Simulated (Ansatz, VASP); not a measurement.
# One calculation of Cs, two programs

INCAR

```
SYSTEM = Cs
PREC     = Accurate       ! precision mode
ENCUT    = 520            ! plane-wave cutoff, eV
EDIFF    = 1E-6           ! SCF threshold, eV
ISMEAR   = 0              ! smearing method
SIGMA    = 0.15           ! smearing width, eV
LREAL    = .FALSE.        ! projectors in reciprocal space
LASPH    = .TRUE.         ! aspherical terms in the spheres
NELM     = 80             ! most SCF steps
ALGO     = Fast           ! electronic algorithm
ISIF     = 2              ! what is computed and relaxed
LWAVE    = .FALSE.        ! write WAVECAR
LCHARG   = .FALSE.        ! write CHGCAR
GGA      = PE             ! functional
NBANDS   = 10             ! bands
```

The input KPOINTS:

```
Automatic mesh
0
G
  12 12 12
  0 0 0
```

POSCAR

```
Cs
1.0
   -3.2643000000      3.2643000000      3.1434000000
    3.2643000000     -3.2643000000      3.1434000000
    3.2643000000      3.2643000000     -3.1434000000
Cs
1
Direct
    0.0000000000      0.0000000000      0.0000000000
```

Input for Ansatz:

```yaml
crystal:
  lattice:
    - [-3.2643, 3.2643, 3.1434]
    - [3.2643, -3.2643, 3.1434]
    - [3.2643, 3.2643, -3.1434]
  atoms:
    - { symbol: Cs, position: [0.0, 0.0, 0.0] }
basis:
  ecutwfc: 420
kpoints:
  mp_grid: { grid: [12, 12, 12] }
hamiltonian:
  xc: pbe
scf:
  occupations: { method: gaussian, width: 0.15 }
output:
  forces: true
  stress: true
  eigenvalues: true
  write_density: true
  write_potential: true
  elf: true
  volumetric_format: npy
```

Change from the starting cell: strain +0.080 along x and y, +0.040 along z, atoms carried along.

Alike in both runs: task single point; functional PBE; k mesh 12 × 12 × 12; occupations gaussian, width 0.15 eV; no spin polarisation.

|  | VASP | Ansatz |
| --- | --- | --- |
| version | VASP 6.6.1 | Ansatz 0.2.0 |
| potentials or method | VASP PAW PBE potentials, release 64 (Cs_sv) | scalar-relativistic, plane waves, PAW |
| plane-wave cutoff (eV) | 520 | 420 |
| valence electrons in the cell | 9 | 9 |

|  | VASP | Ansatz | Ansatz less VASP |
| --- | --- | --- | --- |
| gap on the k mesh at the Fermi level (eV) | none | none | - |
| pressure (GPa) | -0.2 | -0.2 | 0.00 |

A gap of «none» marks a metal or a gap that the smearing closes. With one functional, cell and mesh, what is left measures potentials, basis and numerics.

Spin-orbit coupling is left out, which matters for the levels of Cs.
